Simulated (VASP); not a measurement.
# VASP 6.6.1 run: KI

INCAR

```
GGA = PE
LASPH = .TRUE.
LCHARG = .FALSE.
NSW = 0
EDIFF = 1E-7
NELM = 62
LWAVE = .FALSE.
IBRION = -1
ENCUT = 450
LREAL = .FALSE.
ISIF = 2
ISMEAR = -1
NBANDS = 15
PREC = Accurate
SIGMA = 0.02
```

KPOINTS

```
KPOINTS created by Atomic Simulation Environment
0
Gamma
8 8 8
0 0 0
```

POSCAR

```
K  I
 1.0000000000000000
    -0.0000000000000000    3.9658940976585000    3.9658940976585000
     3.9658940976585000    0.0000000000000000    3.9658940976585000
     3.9658940976585000    3.9658940976585000    0.0000000000000000
 K   I
   1   1
Cartesian
 -0.0000000000000000  0.0000000000000000 -0.0000000000000000
  1.9829470488292500  1.9829470488292500  1.9829470488292500
```

The recommended PBE PAW datasets give the neutral cell 16 valence electrons.

Command

```
mpirun -np 1 vasp_std
```

OSZICAR

```
N       E                     dE             d eps       ncg     rms          rms(c)
DAV:   1     0.845859960842E+02    0.84586E+02   -0.56327E+03   870   0.773E+02
DAV:   2     0.811288916107E+00   -0.83775E+02   -0.78673E+02  1101   0.186E+02
DAV:   3    -0.518184101944E+01   -0.59931E+01   -0.59690E+01  1215   0.455E+01
DAV:   4    -0.556725555585E+01   -0.38541E+00   -0.38528E+00  1547   0.995E+00
DAV:   5    -0.556838458539E+01   -0.11290E-02   -0.11290E-02  1235   0.636E-01    0.297E+00
DAV:   6    -0.538963647031E+01    0.17875E+00   -0.20299E-01  1122   0.212E+00    0.218E+00
DAV:   7    -0.536645318296E+01    0.23183E-01   -0.21614E-01  1220   0.191E+00    0.933E-01
DAV:   8    -0.538241681010E+01   -0.15964E-01   -0.22575E-02  1062   0.820E-01    0.146E-01
DAV:   9    -0.538491087040E+01   -0.24941E-02   -0.36846E-03  1010   0.268E-01    0.111E-01
DAV:  10    -0.538580904540E+01   -0.89818E-03   -0.56476E-04   901   0.134E-01    0.257E-02
DAV:  11    -0.538592030507E+01   -0.11126E-03   -0.17118E-04   989   0.662E-02    0.234E-02
DAV:  12    -0.538594273599E+01   -0.22431E-04   -0.24417E-05   884   0.337E-02    0.852E-03
DAV:  13    -0.538594338895E+01   -0.65296E-06   -0.43807E-07  1350   0.475E-03    0.494E-03
DAV:  14    -0.538594395332E+01   -0.56437E-06   -0.88460E-07   905   0.453E-03    0.781E-04
DAV:  15    -0.538594394707E+01    0.62473E-08   -0.55979E-08   869   0.141E-03
   1 F= -.53859439E+01 E0= -.53859439E+01  d E =-.241784E-10
```

Standard output (part)

```
POSCAR found type information on POSCAR K I
 POSCAR found :  2 types and       2 ions
 LDA part: xc-table for (Slater+PW92), standard interpolation
 POSCAR, INCAR and KPOINTS ok, starting setup
 WAVECAR not read
 entering main loop
```

From OUTCAR

```
k-points           NKPTS =     29   k-points in BZ     NKDIM =     29   number of bands    NBANDS=     15

   NELECT =      16.0000    total number of electrons

   dimension x,y,z NGX =    40 NGY =   40 NGZ =   40
   dimension x,y,z NGXF=    80 NGYF=   80 NGZF=   80

  energy-cutoff  :      450.00
  volume of cell :      124.75
      direct lattice vectors                 reciprocal lattice vectors
     0.000000000  3.965894098  3.965894098    -0.126074975  0.126074975  0.126074975
     3.965894098  0.000000000  3.965894098     0.126074975 -0.126074975  0.126074975
     3.965894098  3.965894098  0.000000000     0.126074975  0.126074975 -0.126074975

 k-points in reciprocal lattice and weights: KPOINTS created by Atomic Simulation Env
   0.00000000  0.00000000  0.00000000       0.002
   0.12500000  0.00000000  0.00000000       0.016
   0.25000000  0.00000000  0.00000000       0.016
   0.37500000  0.00000000  0.00000000       0.016
   0.50000000  0.00000000  0.00000000       0.008
   0.12500000  0.12500000  0.00000000       0.012
   0.25000000  0.12500000  0.00000000       0.047
   0.37500000  0.12500000  0.00000000       0.047
   ...

 E-fermi :  -1.7095

 k-point     1 :       0.0000    0.0000    0.0000
  band No.  band energies     occupation
      1     -30.6484      2.00000
      2     -14.1425      2.00000
      3     -14.1425      2.00000
      4     -14.1425      2.00000
      5     -12.1984      2.00000
      6      -2.1845      2.00000
      7      -2.1845      2.00000
      8      -2.1845      2.00000
      9       1.7464      0.00000
     10       5.3589      0.00000
     11       5.3589      0.00000
     12       5.9779      0.00000
     13       5.9779      0.00000
     14       5.9779      0.00000
     15       6.9539      0.00000

 k-point     2 :       0.1250    0.0000    0.0000
  band No.  band energies     occupation
      1     -30.6484      2.00000
      2     -14.1511      2.00000
      3     -14.1429      2.00000
      4     -14.1429      2.00000
      5     -12.1838      2.00000
      6      -2.2682      2.00000
      7      -2.1854      2.00000
      8      -2.1854      2.00000
      9       1.9818      0.00000
     10       5.2006      0.00000
     11       5.2006      0.00000
     12       5.7515      0.00000
     13       6.1915      0.00000
     14       6.1915      0.00000
     15       6.6145      0.00000

 k-point     3 :       0.2500    0.0000    0.0000
  band No.  band energies     occupation
      1     -30.6482      2.00000
      2     -14.1715      2.00000
      3     -14.1440      2.00000
      4     -14.1440      2.00000
      5     -12.1489      2.00000
      6      -2.4434      2.00000
      7      -2.1877      2.00000
      8      -2.1877      2.00000
      9       2.5542      0.00000
     10       5.0216      0.00000
     11       5.0216      0.00000
     12       5.2211      0.00000
     13       6.2367      0.00000
     14       6.3653      0.00000
     15       6.3653      0.00000

 ...

  Total        0.1434273      0.1434273      0.1434273      0.0000000     -0.0000000     -0.0000000
  in kB        1.8419975      1.8419975      1.8419975      0.0000000     -0.0000000     -0.0000000
  external PRESSURE =       1.8419975 kB  Pullay stress =       0.0000000 kB

 POSITION                                       TOTAL-FORCE (eV/Angst)
 -----------------------------------------------------------------------------------
      0.00000      0.00000      0.00000        -0.000000     -0.000000      0.000000
      1.98295      1.98295      1.98295         0.000000      0.000000     -0.000000
 -----------------------------------------------------------------------------------
    total drift:                               -0.000000     -0.000000     -0.000000

  FREE ENERGIE OF THE ION-ELECTRON SYSTEM (eV)
  ---------------------------------------------------
  free  energy   TOTEN  =        -5.3859439471 eV

  energy  without entropy=       -5.3859439471  energy(sigma->0) =       -5.38594395
```

It converged. Results: gap between bands v and c on the k mesh 3.93 eV; least direct gap on the k mesh 3.93 eV; pressure 0.2 GPa. Band v is the last that the valence electrons fill when counted band by band, and c is the next.

For comparison, a separate PBE run of the intended cell, on usual settings and not on those above, gives a gap of 3.93 eV on its mesh and a pressure of 0.2 GPa.

The run above took about 43 s on one core of a shared host (Intel Xeon Platinum 8488C) and held 0.25 GiB at most.
